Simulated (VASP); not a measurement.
# InSe monolayer under biaxial strain, part 2 of 7

How do the gap and the band positions of InSe monolayer follow biaxial strain?

VASP 6.6.1, plane waves and PAW; the level of theory is named at each step.

So far, gap on the k-mesh (eV): step 2 (relaxing the monolayer) 1.63.

### 4. Potential and states of the slab

Level of this step: PBE with D3(BJ); plane waves and PAW (In, Se) (VASP).

A static run writes the electrostatic potential without exchange and correlation (LVHAR), which is flat in the vacuum and gives the level to count from. The dipole correction cancels the field that unlike faces would set up across the vacuum.

Contents of INCAR:

```
SYSTEM = InSe
PREC = Normal
ENCUT = 350
EDIFF = 1E-06
NELM = 120
ISMEAR = 0
SIGMA = 0.03
LREAL = .FALSE.
ALGO = Fast
GGA = PE
IVDW = 12
NBANDS = 15
LORBIT = 11
LWAVE = .FALSE.
LCHARG = .TRUE.
IDIPOL = 3
LDIPOL = .TRUE.
DIPOL = 0.5 0.5 0.5
LVHAR = .TRUE.
LVACPOTAV = .TRUE.
NEDOS = 1500
LELF = .TRUE.
```

Contents of POSCAR:

```
InSe
1.0
    4.0377204480      0.0000000000      0.0000000000
   -2.0188602240      3.4967684814      0.0000000000
    0.0000000000      0.0000000000     22.0000000000
In Se
2 2
Direct
    0.3333333333      0.6666666667      0.4366860628
    0.3333333333      0.6666666667      0.5633139372
    0.6666666667      0.3333333333      0.3773759262
    0.6666666667      0.3333333333      0.6226240738
```

Contents of KPOINTS:

```
Automatic mesh
0
Gamma
9 9 1
0 0 0
```

Contents of KPOINTS_OPT:

```
Line mode
14
Line-mode
Reciprocal
  0.00000000   0.00000000   0.00000000 GAMMA
  0.50000000   0.00000000   0.00000000 M

  0.50000000   0.00000000   0.00000000 M
  0.33333333   0.33333333   0.00000000 K

  0.33333333   0.33333333   0.00000000 K
  0.00000000   0.00000000   0.00000000 GAMMA
```

The projector-augmented-wave data sets are In and Se (PBE family, release 64).

On the command line:

```console
mpirun -np 4 vasp_std
```

What it wrote:

```text
[banner, memory and clock lines left out]
running    4 mpi-ranks, on    1 nodes
 distrk:  each k-point on    4 cores,    1 groups
 distr:  one band on    1 cores,    4 groups

 POSCAR found type information on POSCAR InSe
 POSCAR found :  2 types and       4 ions
 LDA part: xc-table for (Slater+PW92), standard interpolation
|                                                                             |
|           W    W    AA    RRRRR   N    N  II  N    N   GGGG   !!!           |
|           W    W   A  A   R    R  NN   N  II  NN   N  G    G  !!!           |
|           W    W  A    A  R    R  N N  N  II  N N  N  G       !!!           |
|           W WW W  AAAAAA  RRRRR   N  N N  II  N  N N  G  GGG   !            |
|           WW  WW  A    A  R   R   N   NN  II  N   NN  G    G                |
|           W    W  A    A  R    R  N    N  II  N    N   GGGG   !!!           |
|                                                                             |
|     The number of bands has been changed from the values supplied in        |
|     The orbitals not found in the WAVECAR file will be initialized with     |
|     random numbers, which is usually adequate. For correlated               |
|     calculations, however, you should redo the groundstate calculation.     |
|     I found NBANDS = 15. Now, NBANDS = 16.                                  |
|                                                                             |

 POSCAR, INCAR and KPOINTS ok, starting setup
 FFT: planning ... GRIDC
 FFT: planning ... GRID_SOFT
 FFT: planning ... GRID
 WAVECAR not read
 entering main loop
       N       E                     dE             d eps       ncg     rms          rms(c)
DAV:   1     0.972996187854E+02    0.97300E+02   -0.43850E+03   384   0.570E+02
DAV:   2    -0.187870058617E+01   -0.99178E+02   -0.93231E+02   544   0.121E+02
DAV:   3    -0.144028766887E+02   -0.12524E+02   -0.12406E+02   528   0.500E+01
DAV:   4    -0.147063899569E+02   -0.30351E+00   -0.30332E+00   464   0.952E+00
DAV:   5    -0.147125945562E+02   -0.62046E-02   -0.62034E-02   544   0.125E+00    0.655E+00
RMM:   6    -0.142622350217E+02    0.45036E+00   -0.52251E-01   421   0.272E+00    0.385E+00
RMM:   7    -0.142119359605E+02    0.50299E-01   -0.31818E-01   433   0.225E+00    0.970E-01
RMM:   8    -0.141990502028E+02    0.12886E-01   -0.35422E-02   437   0.923E-01    0.188E-01
RMM:   9    -0.141990859299E+02   -0.35727E-04   -0.42153E-03   485   0.376E-01    0.152E-01
RMM:  10    -0.141992382550E+02   -0.15233E-03   -0.72252E-04   486   0.156E-01    0.866E-02
RMM:  11    -0.141992508895E+02   -0.12635E-04   -0.23004E-04   480   0.846E-02    0.320E-02
RMM:  12    -0.141992771567E+02   -0.26267E-04   -0.80698E-05   486   0.434E-02    0.106E-02
RMM:  13    -0.141993207910E+02   -0.43634E-04   -0.35557E-05   475   0.270E-02    0.132E-02
RMM:  14    -0.141993671429E+02   -0.46352E-04   -0.10130E-05   468   0.139E-02    0.559E-03
RMM:  15    -0.141993833305E+02   -0.16188E-04   -0.57707E-06   433   0.858E-03    0.643E-03
RMM:  16    -0.141993974309E+02   -0.14100E-04   -0.47073E-06   447   0.835E-03    0.528E-03
RMM:  17    -0.141994005997E+02   -0.31689E-05   -0.42143E-07   343   0.310E-03    0.496E-03
RMM:  18    -0.141994100979E+02   -0.94982E-05   -0.87893E-07   372   0.350E-03    0.320E-03
RMM:  19    -0.141994112575E+02   -0.11596E-05   -0.64520E-08   227   0.138E-03    0.203E-03
RMM:  20    -0.141994162707E+02   -0.50132E-05   -0.33310E-07   334   0.202E-03    0.396E-04
RMM:  21    -0.141994163113E+02   -0.40594E-07   -0.54463E-09   171   0.788E-04
|                                                                             |
|           W    W    AA    RRRRR   N    N  II  N    N   GGGG   !!!           |
|           W    W   A  A   R    R  NN   N  II  NN   N  G    G  !!!           |
|           W    W  A    A  R    R  N N  N  II  N N  N  G       !!!           |
|           W WW W  AAAAAA  RRRRR   N  N N  II  N  N N  G  GGG   !            |
|           WW  WW  A    A  R   R   N   NN  II  N   NN  G    G                |
|           W    W  A    A  R    R  N    N  II  N    N   GGGG   !!!           |
|                                                                             |
|     Did not find any points to average over, which means that no vacuum     |
|     field-free region was found. Please increase the size of  your cell     |
|     in the dimension of the dipole correction to obtain accurate            |
|     workfunction values.                                                    |
|                                                                             |

   1 F= -.15081197E+02 E0= -.15081197E+02  d E =-.942871E-11
 Start KPOINTS_OPT (optional k-point list driver)
k-point batch [1-12\42]
       N       E                     dE             ncg
DAV:   1    -0.285917105675E+03   -0.23548E+04      384
DAV:   2    -0.138852861906E+04   -0.11026E+04      560
DAV:   3    -0.153964630620E+04   -0.15112E+03      512
DAV:   4    -0.154319604653E+04   -0.35497E+01      472
DAV:   5    -0.154327694861E+04   -0.80902E-01      552
DAV:   6    -0.154327970543E+04   -0.27568E-02      512
DAV:   7    -0.154327981800E+04   -0.11257E-03      560
DAV:   8    -0.154327982439E+04   -0.63946E-05      408
DAV:   9    -0.154327982474E+04   -0.35288E-06      376
[...]
k-point batch [37-42\42]
       N       E                     dE             ncg
DAV:   1     0.188243552351E+04   -0.46101E+03      192
DAV:   2     0.136593479214E+04   -0.51650E+03      288
DAV:   3     0.129448908408E+04   -0.71446E+02      272
DAV:   4     0.129302068151E+04   -0.14684E+01      224
DAV:   5     0.129298093048E+04   -0.39751E-01      264
DAV:   6     0.129297907899E+04   -0.18515E-02      264
DAV:   7     0.129297899639E+04   -0.82597E-04      304
DAV:   8     0.129297899478E+04   -0.16150E-05      208
DAV:   9     0.129297899468E+04   -0.91577E-07      224
```

Elapsed: 36 s, on 4 MPI ranks of AMD EPYC 7571, shared host; peak memory 0.54 GiB.

Parts of OUTCAR (step 4):

```text
The static configuration has the point symmetry D_3h.

 Found     12 irreducible k-points:

   k-points           NKPTS =     12   k-points in BZ     NKDIM =     12   number of bands    NBANDS=     16

   NELECT =      18.0000    total number of electrons

 E-fermi :  -2.8048

 k-point     1 :       0.0000    0.0000    0.0000
  band No.  band energies     occupation
    ...
      5      -3.3717      2.00000
      6      -3.3717      2.00000
      7      -3.2993      2.00000
      8      -3.2993      2.00000
      9      -3.0015      2.00000
     10      -1.3024      0.00000
     11      -0.0815      0.00000
     12       2.1366      0.00000
     13       2.1366      0.00000
     14       2.6924      0.00000
    ...

 k-point     2 :       0.1111    0.0000    0.0000
  band No.  band energies     occupation
    ...
      5      -4.0246      2.00000
      6      -3.9111      2.00000
      7      -3.5177      2.00000
      8      -3.4284      2.00000
      9      -2.9396      2.00000
     10      -0.7411      0.00000
     11       0.5034      0.00000
     12       1.5204      0.00000
     13       2.2434      0.00000
     14       2.7005      0.00000
    ...

 Edisp (eV)   -0.88178

  Total      -0.02543    -0.02543    -0.00575     0.00000     0.00000    -0.00000
  in kB      -0.13119    -0.13119    -0.02967     0.00000     0.00000    -0.00000
  external pressure =       -0.10 kB  Pullay stress =        0.00 kB

 POSITION                                       TOTAL-FORCE (eV/Angst)
 -----------------------------------------------------------------------------------
     -0.00000      2.33118      9.60709         0.000000      0.000000     -0.004978
     -0.00000      2.33118     12.39291         0.000000      0.000000      0.004978
      2.01886      1.16559      8.30227        -0.000000     -0.000000      0.000669
      2.01886      1.16559     13.69773        -0.000000     -0.000000     -0.000669
 -----------------------------------------------------------------------------------
    total drift:                                0.000003     -0.000002      0.000000

  FREE ENERGIE OF THE ION-ELECTRON SYSTEM (eV)
  ---------------------------------------------------
  free  energy   TOTEN  =       -15.0811973754 eV

  energy  without entropy=      -15.0811973754  energy(sigma->0) =      -15.08119738

 vacuum level on the upper side and lower side of the slab         3.093         3.093

[... 11 parts as in an earlier step ...]

[... 3 further parts left out ...]
```

This step gave:

```yaml
electronic_cycles: 21
fermi_energy: -2.805 eV
least_gap_on_mesh_and_path: 1.628 eV
least_direct_gap_on_mesh_and_path: 1.699 eV
vacuum_levels: 3.093, 3.093 eV
ionisation_potentials_of_the_upper_and_lower_face: 6.024, 6.024 eV
electron_affinities_of_the_upper_and_lower_face: 4.395, 4.395 eV
```

Electronic bands along the path, in eV, zero at the valence-band top; v1 is the highest filled band, c1 the lowest empty one:

| point | v4 | v3 | v2 | v1 | c1 | c2 | c3 | c4 |
| --- | --- | --- | --- | --- | --- | --- | --- | --- |
| Γ | -0.44 | -0.37 | -0.37 | -0.07 | 1.63 | 2.85 | 5.07 | 5.07 |
| 0.46 of the way | -1.65 | -0.95 | -0.82 | -0.05 | 2.75 | 3.06 | 4.78 | 4.97 |
| M | -1.50 | -1.46 | -1.29 | -0.92 | 2.32 | 2.34 | 4.25 | 4.54 |
| 0.46 of the way | -2.05 | -1.83 | -1.31 | -0.92 | 2.65 | 2.79 | 4.37 | 4.80 |
| K | -2.70 | -1.70 | -1.23 | -1.07 | 2.56 | 3.12 | 4.01 | 5.06 |
| 0.46 of the way | -1.69 | -1.60 | -1.46 | -0.18 | 3.08 | 3.25 | 4.31 | 5.31 |
| Γ | -0.44 | -0.37 | -0.37 | -0.07 | 1.63 | 2.85 | 5.07 | 5.07 |

Of the projections kept (In, Se), the largest for each band there; the rest of the weight can lie on other orbitals:

| point | v4 | v3 | v2 | v1 | c1 | c2 | c3 | c4 |
| --- | --- | --- | --- | --- | --- | --- | --- | --- |
| Γ | Se 0.77 | Se 0.79 | Se 0.79 | Se 0.65 | Se 0.51 | In 0.78 | In 0.89 | In 0.89 |
| M | Se 0.70 | Se 0.64 | Se 0.69 | In 0.62 | In 0.59 | In 0.65 | In 0.77 | In 0.76 |
| K | Se 0.60 | Se 0.67 | Se 0.77 | In 0.75 | In 0.67 | In 0.64 | In 0.60 | In 0.68 |
| Γ | Se 0.77 | Se 0.79 | Se 0.79 | Se 0.65 | Se 0.51 | In 0.78 | In 0.89 | In 0.89 |

Zero at the Fermi level. Table of planar average of the electrostatic potential by height:

height (Å), planar average of the electrostatic potential (eV) and a bar from the least value:
```
      0.0       5.90 ##############################
      0.5       5.90 ##############################
      1.0       5.90 ##############################
      1.5       5.90 ##############################
      2.0       5.90 ##############################
      2.5       5.90 ##############################
      3.0       5.90 ##############################
      3.5       5.90 ##############################
      4.0       5.90 ##############################
      4.5       5.90 ##############################
      5.0       5.90 ##############################
      5.5       5.89 ##############################
      6.0       5.86 ##############################
      6.5       5.71 ##############################
      7.0       5.09 ############################
      7.5       2.25 #####################
      8.0      -4.12 ######
      8.5      -6.42 
      9.0      -6.29 
      9.5      -5.83 #
     10.0      -4.13 ######
     10.5       0.32 ################
     11.0       3.06 #######################
     11.5       0.32 ################
     12.0      -4.13 ######
     12.5      -5.83 #
     13.0      -6.29 
     13.5      -6.42 
     14.0      -4.12 ######
     14.5       2.25 #####################
     15.0       5.09 ############################
     15.5       5.71 ##############################
     16.0       5.86 ##############################
     16.5       5.89 ##############################
     17.0       5.90 ##############################
     17.5       5.90 ##############################
     18.0       5.90 ##############################
     18.5       5.90 ##############################
     19.0       5.90 ##############################
     19.5       5.90 ##############################
     20.0       5.90 ##############################
     20.5       5.90 ##############################
     21.0       5.90 ##############################
     21.5       5.90 ##############################
```

Density of states in the PAW spheres, an atom over height of the layer and energy from the Fermi level.

Ten even steps from '0' (0.00 states/eV) to '9' (1.38 states/eV), each cell a mean:
```
0000
1111
2222
4334
6336
8338
6336
3223
3333
1111
0000
0110
1111
1331
0220
2992
0000
0000
0000
0000
0000
0000
```
Columns: height of the layer (Å) from 8.3 to 13.7 (not evenly spaced); rows upwards: energy from the Fermi level (eV) from -7.9 to 0.5.

Valence density in the ca plane at fractional y = 0.333, with atoms of Se within 0.2 Å of it. It is the smooth field of the valence electrons, not physical close to the nuclei.

Ten even steps from '0' (-0.03 e/Å³) to '9' (0.84 e/Å³), each cell a mean:
```
00000000000000000123554311100011234543100000
00000000000000000147997421000001258996310000
00000000000000001279559621000001378479510000
00000000000000001388118631000001386049620000
00000000000000001269779521000001378689510000
00000000000000000137887421000011258886210000
00000000000000000013443211100011234442100000
00000000000000000001122211111111122211000000
00000000000000000000111111111111111100000000
00000000000000000000111111111111111110000000
00000000000000000001222211111111122211000000
```
Columns run along c (16.0 Å, from fractional 0.04 to 0.77 of the cell), rows up along a (4.0 Å). Atoms in or near the plane, at fractional coordinates: Se at (0.38, 0.67), Se at (0.62, 0.67).

ELF in the ca plane at fractional y = 0.333, with atoms of Se within 0.2 Å of it. It is the smooth field of the valence electrons, not physical close to the nuclei.

Values, 6 rows by 16 columns, each cell a mean:
```
0.00 0.00 0.00 0.00 0.03 0.28 0.74 0.83 0.68 0.22 0.14 0.46 0.81 0.82 0.51 0.08
0.00 0.00 0.00 0.04 0.13 0.46 0.88 0.68 0.71 0.18 0.04 0.50 0.68 0.85 0.73 0.23
0.00 0.00 0.00 0.00 0.09 0.44 0.86 0.77 0.72 0.18 0.05 0.49 0.76 0.86 0.69 0.16
0.00 0.00 0.00 0.00 0.02 0.18 0.60 0.76 0.62 0.29 0.25 0.45 0.74 0.71 0.37 0.05
0.00 0.00 0.00 0.00 0.00 0.01 0.07 0.22 0.44 0.62 0.63 0.55 0.32 0.13 0.03 0.00
0.00 0.00 0.00 0.00 0.00 0.03 0.20 0.39 0.48 0.53 0.53 0.50 0.45 0.30 0.09 0.01
```
Columns run along c (16.0 Å, from fractional 0.04 to 0.77 of the cell), rows up along a (4.0 Å). Atoms in or near the plane, at fractional coordinates: Se at (0.38, 0.67), Se at (0.62, 0.67).

The map of layer states is cut here 0.5 eV above the Fermi level, so it leaves out the states above that.

The vacuum level lies 6.02 eV above the highest filled level at the upper face; both faces agree, as the slab has next to no dipole.

The program found no field-free point at its default tolerance, but its printed level agrees with the flat part of the planar average.

(Part 2 of 7 ends here.)

[Lines on the potential files, build, host, timing and source positions are cut from VASP's logs without a mark.]

[Logs are printed without paths, hosts, clocks, repeated set-up lines and the standing remarks that a program may print on its own settings, such as how far it seeks lower states.]

[Hosts, paths, dates, database ids (printed as entryN), source tags and the programs' standing remarks are cut or masked in the printed files.]

[Runs that stopped without an error message from VASP are left out.]
